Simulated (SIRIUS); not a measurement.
# In (P6_3/mmc) in SIRIUS: reference runs

Aim: a first look at In with PBEsol, on the cell as given and on a disturbed one.

Everything below comes from runs of SIRIUS 7.10.0. Logs are shortened: lines on timing, memory, paths and dates and some standing lists are left out, and cuts for length are marked. The log counts tension as positive stress, the text compression.

## (1) The structure

It takes space group P6_3/mmc (No. 194, hexagonal). The conventional cell has a = 3.335 Å, b = 3.335 Å, c = 5.509 Å, α = 90.00°, β = 90.00°, γ = 120.00°. In (site symmetry -6m2) is surrounded by 12 In at 3.34 to 3.36 Å.

This isn't the form of In at room conditions, which is tetragonal.

## (2) Single point, PBEsol

sirius.json reads:

```json
{
  "control": {
    "processing_unit": "cpu",
    "verbosity": 2,
    "num_bands_to_print": 21,
    "print_forces": true,
    "print_stress": true
  },
  "parameters": {
    "electronic_structure_method": "pseudopotential",
    "xc_functionals": ["XC_GGA_X_PBE_SOL", "XC_GGA_C_PBE_SOL"],
    "gk_cutoff": 8.4,
    "pw_cutoff": 16.8,
    "ngridk": [9, 9, 5],
    "shiftk": [0, 0, 0],
    "smearing": "fermi_dirac",
    "smearing_width": 0.0018374661,
    "num_bands": 21,
    "num_mag_dims": 0,
    "num_dft_iter": 100,
    "energy_tol": 1e-08,
    "density_tol": 1e-06
  },
  "iterative_solver": {
    "type": "davidson",
    "min_tolerance": 1e-09,
    "tolerance_scale": [0.1, 0.25]
  },
  "mixer": {
    "type": "anderson",
    "beta": 0.7,
    "max_history": 8
  },
  "settings": {
    "tol_ne": 1e-10,
    "pseudo_grid_cutoff": 6.5
  },
  "unit_cell": {
    "lattice_vectors": [
      [1.0, 0.0, 0.0],
      [-0.5, 0.8660254038, 0.0],
      [0.0, 0.0, 1.651676826628]
    ],
    "lattice_vectors_scale": 6.3031527308,
    "atom_coordinate_units": "lattice",
    "atom_types": ["In"],
    "atom_files": {
      "In": "In.json"
    },
    "atoms": {
      "In": [
        [0.6666666667, 0.3333333333, 0.75],
        [0.3333333333, 0.6666666667, 0.25]
      ]
    }
  }
}
```

Potentials or basis: PseudoDojo 0.4.1 PBEsol standard (scalar relativistic).

Command:

```sh
$ upf_to_json In.upf
$ OMP_NUM_THREADS=1 sirius.scf --input=sirius.json --output=out.json --task=0
```

The program printed:

```text
[info] SIRIUS version : 7.10.0
[info] number of MPI ranks           : 1
[info] MPI grid                      : 1 1
[info] maximum number of OMP threads : 1
[fft] FFT context for density and potential
[fft] =====================================
[fft]   comm size                             : 1
[fft]   plane wave cutoff                     : 16.8
[fft]   grid size                             : 36 36 60   total : 77760
[fft]   grid limits                           : -17 18   -17 18   -29 30
[fft]   number of G-vectors within the cutoff : 14368
[fft]   local number of G-vectors             : 14368
[fft]   number of G-shells                    : 1499
[fft] FFT context for coarse grid
[fft] =====================================
[fft]   comm size                             : 1
[fft]   plane wave cutoff                     : 16.8
[fft]   grid size                             : 36 36 60   total : 77760
[fft]   grid limits                           : -17 18   -17 18   -29 30
[fft]   number of G-vectors within the cutoff : 14368
[fft]   local number of G-vectors             : 14368
[fft]   number of G-shells                    : 1499
[unit cell] lattice vectors
[unit cell]   a1 :       6.3031527308      0.0000000000      0.0000000000
[unit cell]   a2 :      -3.1515763654      5.4586903889      0.0000000000
[unit cell]   a3 :       0.0000000000      0.0000000000     10.4107713002
[unit cell] reciprocal lattice vectors
[unit cell]   b1 :       0.9968321530      0.5755213118     -0.0000000000
[unit cell]   b2 :       0.0000000000      1.1510426237      0.0000000000
[unit cell]   b3 :       0.0000000000     -0.0000000000      0.6035273589
[unit cell] unit cell volume :       358.20298369 [a.u.^3]
[unit cell] 1/sqrt(omega)    :         0.05283667
[unit cell] MT volume        :         0.00000000 ( 0.00%)
[unit cell] IT volume        :       358.20298369 (100.00%)
[unit cell] number of atom types : 1
[unit cell] type id : 0 symbol : In mt_radius :  19.390000 num_atoms : 2
[unit cell] total number of atoms : 2
[unit cell] number of symmetry classes : 1
[unit cell] number of PAW atoms : 0
[unit cell] atom id  type id  class id             position                      vector_field
[unit cell] ------------------------------------------------------------------------------------------
[unit cell]      0        0        0      0.66667   0.33333   0.75000      0.00000   0.00000   0.00000
[unit cell]      1        0        0      0.33333   0.66667   0.25000      0.00000   0.00000   0.00000
[unit cell] atom id         position (Cartesian, a.u.)
[unit cell] ---------------------------------------------
[unit cell]      0       3.151576    1.819563    7.808078
[unit cell]      1      -0.000000    3.639127    2.602693
[unit cell] class id : 0 atom id : 0 1
[unit cell] minimum bond length:     6.303153
[unit cell] total number of pseudo wave-functions: 18
[sym] space group number   : 194
[sym] international symbol : P6_3/mmc
[sym] Hall symbol          : -P 6c 2c
[sym] space group transformation matrix :
[sym]   1.0000  0.0000  0.0000
[sym]   0.0000  1.0000  0.0000
[sym]   0.0000  0.0000  1.0000
[sym] space group origin shift :
[sym]   0.0000  0.0000  0.0000
[sym] number of space group operations  : 24
[sym] number of magnetic group operations : 24
[sym] metric tensor error: 1.0708e-09
[sym] rotation matrix error: 3.1123e-11
[sym] symmetry operations
[... list of symmetry operations ...]
[atom type] label          : In
[... 242 lines left out ...]
[diagonalize] iterative solver tolerance (occupied, empty): 1e-09 1e-09
[diagonalize] average number of iterations: 3.27778
[diagonalize] Lowest band energies
[diagonalize] ik:    0   -0.163797   -0.161727   -0.160742   -0.160742   -0.159759   -0.159759   -0.157063   -0.157063   -0.150483   -0.150483    0.025800    0.209897    0.250061    0.681472    0.681472    0.747200    0.747200    0.752002    0.779223    0.795176    0.883635
[diagonalize] ik:    1   -0.163495   -0.161888   -0.160141   -0.159485   -0.159421   -0.158564   -0.157763   -0.157552   -0.151469   -0.150328    0.034600    0.217368    0.260297    0.592210    0.640712    0.702929    0.747879    0.767986    0.768757    0.822603    0.828401
[diagonalize] ik:    2   -0.165030   -0.161103   -0.159766   -0.159642   -0.158684   -0.156598   -0.156273   -0.155478   -0.153620   -0.150039    0.061337    0.240297    0.290018    0.469311    0.587738    0.623361    0.677205    0.695439    0.740937    0.795127    0.833711
[diagonalize] ik:    3   -0.167086   -0.162383   -0.162063   -0.159850   -0.157397   -0.155544   -0.153171   -0.152595   -0.151833   -0.149829    0.106446    0.278345    0.336458    0.358543    0.517636    0.548220    0.580727    0.664975    0.703270    0.769939    0.845051
[diagonalize] ik:    4   -0.168405   -0.164205   -0.162852   -0.160564   -0.156592   -0.155934   -0.150933   -0.150187   -0.149738   -0.149362    0.168871    0.253109    0.345493    0.391941    0.422377    0.499208    0.527343    0.652099    0.681742    0.753288    0.834625
[diagonalize] ...
[diagonalize] ik:   31   -0.165077   -0.163846   -0.162929   -0.161338   -0.157521   -0.154375   -0.153110   -0.151957   -0.150208   -0.149274    0.174182    0.213423    0.339740    0.378077    0.496533    0.528441    0.549756    0.624178    0.735967    0.753669    0.771095
[diagonalize] ik:   32   -0.165192   -0.164634   -0.163111   -0.162309   -0.157756   -0.154311   -0.151284   -0.150435   -0.149889   -0.149317    0.232240    0.257871    0.277553    0.304861    0.489173    0.527564    0.580365    0.609724    0.733297    0.745011    0.764549
[diagonalize] ik:   33   -0.163773   -0.163156   -0.161071   -0.159565   -0.158154   -0.155491   -0.155274   -0.154346   -0.150129   -0.149161    0.165288    0.204690    0.391010    0.419090    0.446895    0.468884    0.535112    0.627280    0.777663    0.777787    0.860065
[diagonalize] ik:   34   -0.163730   -0.163215   -0.160589   -0.159997   -0.158663   -0.155276   -0.153881   -0.153193   -0.150360   -0.149318    0.225862    0.262600    0.314608    0.350442    0.403847    0.440475    0.581611    0.634903    0.730521    0.770342    0.808944
[diagonalize] ik:   35   -0.162894   -0.162894   -0.160772   -0.157110   -0.156319   -0.156319   -0.155436   -0.155431   -0.150285   -0.150285    0.277981    0.277981    0.335393    0.335393    0.341623    0.380162    0.623968    0.623968    0.704221    0.798508    0.798508
[find] Charges and magnetic moments
[find] --------------------------------------------------------------------------------
[find] total charge          : 26.000000
[find] Energy
[find] --------------------------------------------------------------------------------
[find] valence_eval_sum               :      -1.74788497
[find] <rho|V^{XC}>                   :     -23.03498768
[find] <rho|E^{XC}>                   :     -39.63542782
[find] <mag|B^{XC}>                   :       0.00000000
[find] <rho|V^{H}>                    :      55.30955025
[find] one-electron contribution      :     -34.02244754 (Ha),     -68.04489508 (Ry)
[find] hartree contribution           :      27.65477512
[find] xc contribution                :     -39.63542782
[find] ewald contribution             :     -86.59051051
[find] PAW contribution               :       0.00000000
[find] smearing (-TS)                 :      -0.00050809
[find] SCF correction                 :       0.00004261
[find] Total energy                   :    -132.59356813 (Ha),    -265.18713627 (Ry)
[find] Free energy (E-TS)             :    -132.59407622 (Ha),    -265.18815244 (Ry)
[find] band gap (eV)                  :       0.00000000
[find] Efermi                         :       0.37544679
[find] iteration : 10, RMS : 4.074104613236e-07, energy difference : -2.008277988352e-10
[find] Hartree energy of density residual : 1.080707027789e-11
[find] bands are converged : true
[find] iterative solver converged : true
[find] converged after 11 SCF iterations!
[find] Charges and magnetic moments
[find] --------------------------------------------------------------------------------
[find] total charge          : 26.000000
[find] Energy
[find] --------------------------------------------------------------------------------
[find] valence_eval_sum               :      -1.74788497
[find] <rho|V^{XC}>                   :     -23.03498768
[find] <rho|E^{XC}>                   :     -39.63542782
[find] <mag|B^{XC}>                   :       0.00000000
[find] <rho|V^{H}>                    :      55.30955025
[find] one-electron contribution      :     -34.02244754 (Ha),     -68.04489508 (Ry)
[find] hartree contribution           :      27.65477512
[find] xc contribution                :     -39.63542782
[find] ewald contribution             :     -86.59051051
[find] PAW contribution               :       0.00000000
[find] smearing (-TS)                 :      -0.00050809
[find] SCF correction                 :       0.00004261
[find] Total energy                   :    -132.59356813 (Ha),    -265.18713627 (Ry)
[find] Free energy (E-TS)             :    -132.59407622 (Ha),    -265.18815244 (Ry)
[find] band gap (eV)                  :       0.00000000
[find] Efermi                         :       0.37544679
[ground_state] === stress tensor components [kbar] ===
[ground_state] === stress_kin ===
[ground_state] -45699.089616   -0.000000    0.000000
[ground_state]    -0.000000-45699.089615    0.000000
[ground_state]     0.000000    0.000000-45715.578531
[ground_state] === stress_har ===
[ground_state] -7620.757779   -0.000000    0.000000
[ground_state]    -0.000000-7620.757778    0.000000
[ground_state]     0.000000    0.000000-7472.741584
[ground_state] === stress_ewald ===
[ground_state] 23607.427655    0.000000    0.000000
[ground_state]     0.00000023607.427654    0.000000
[ground_state]     0.000000    0.00000023906.284269
[ground_state] === stress_vloc ===
[ground_state]  2649.837286    0.000000   -0.000000
[ground_state]     0.000000 2649.837286   -0.000000
[ground_state]    -0.000000   -0.000000 2221.869628
[ground_state] === stress_xc ===
[ground_state] -13472.848607   -0.000000   -0.000000
[ground_state]    -0.000000-13472.848607    0.000000
[ground_state]    -0.000000    0.000000-13472.825538
[ground_state] === stress_core ===
[ground_state] 19844.936303    0.000000    0.000000
[ground_state]     0.00000019844.936302   -0.000000
[ground_state]     0.000000   -0.00000019845.089655
[ground_state] === stress_nonloc ===
[ground_state] 20703.128464    0.000000    0.000000
[ground_state]     0.00000020703.128464   -0.000000
[ground_state]     0.000000   -0.00000020703.231683
[ground_state] === stress_us_nl ===
[ground_state] 20703.128464    0.000000    0.000000
[ground_state]     0.00000020703.128464   -0.000000
[ground_state]     0.000000   -0.00000020703.231683
[ground_state] === stress_total ===
[ground_state]    12.633707    0.000000    0.000000
[ground_state]     0.000000   12.633707   -0.000000
[ground_state]     0.000000   -0.000000   15.329582
[ground_state] ==== total Forces in Ha/bohr =====
[ground_state] atom:    0, force:       0.0000000     -0.0000000     -0.0000000
[ground_state] atom:    1, force:       0.0000000      0.0000000      0.0000000
[ground_state] ==== ultrasoft contribution from Qij =====
[ground_state] atom:    0, force:       0.0000000      0.0000000      0.0000000
[ground_state] atom:    1, force:       0.0000000      0.0000000      0.0000000
[ground_state] ==== non-local contribution from Beta-projector =====
[ground_state] atom:    0, force:       0.0000000     -0.0000000     -0.0000000
[ground_state] atom:    1, force:       0.0000000      0.0000000      0.0000000
[ground_state] ==== contribution from local potential =====
[ground_state] atom:    0, force:       0.0000000      0.0000000      0.0000000
[ground_state] atom:    1, force:      -0.0000000      0.0000000      0.0000000
[ground_state] ==== contribution from core density =====
[ground_state] atom:    0, force:       0.0000000      0.0000000      0.0000000
[ground_state] atom:    1, force:       0.0000000     -0.0000000     -0.0000000
[ground_state] ==== Ewald forces from ions =====
[ground_state] atom:    0, force:       0.0000000      0.0000000      0.0000000
[ground_state] atom:    1, force:       0.0000000      0.0000000      0.0000000
[~DFT_ground_state] local op. applied: 20736
[~DFT_ground_state] evp. work count: 4020.73
[~DFT_ground_state] number of iterative solver steps: 1817
```

Run time: 56 s. Hardware: 1 thread of Arm Neoverse V2, shared host; peak memory 0.4 GiB.

What came out:

```
Free energy            : -3608.0686 eV
Pressure               : -1.4 GPa
Band gap on the k mesh : none (metal or under the smearing width)
```

(Part 1 of 2 ends here.)
